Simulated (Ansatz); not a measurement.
TiAl3:

```
CELL_PARAMETERS angstrom
2.83968 0.00000 0.00000
0.00000 4.68126 0.00000
0.00000 0.00000 4.90074
ATOMIC_POSITIONS crystal
Ti 0.00000 0.50000 0.16592
Al 0.00000 0.00000 0.83590
Al 0.50000 0.00000 0.33091
Al 0.50000 0.50000 0.66727
```

The cell comes from a database or a generator and needn't be the stable form of this composition.

Base run:

* Program: Ansatz 0.2.0
* Functional: PBEsol
* Potentials or basis: all-electron LAPW, scalar-relativistic
* Cutoff: 212 eV
* Density cutoff: 848 eV
* Basis error allowed: 0.002 eV/atom
* k mesh: 9 × 6 × 6
* Occupations: fermi-dirac, width 0.05 eV
* Spin: no spin polarisation

Its results: pressure -2.4 GPa; largest force 0.049 eV/Å.

Q: The run is repeated on the same cell with these changes: functional from PBEsol to LDA. What comes out?

A: Pressure -5.1 GPa; largest force 0.087 eV/Å.

LDA binds more tightly than PBEsol, so the same cell stands under less pressure.

Not every run made on this cell is shown here.
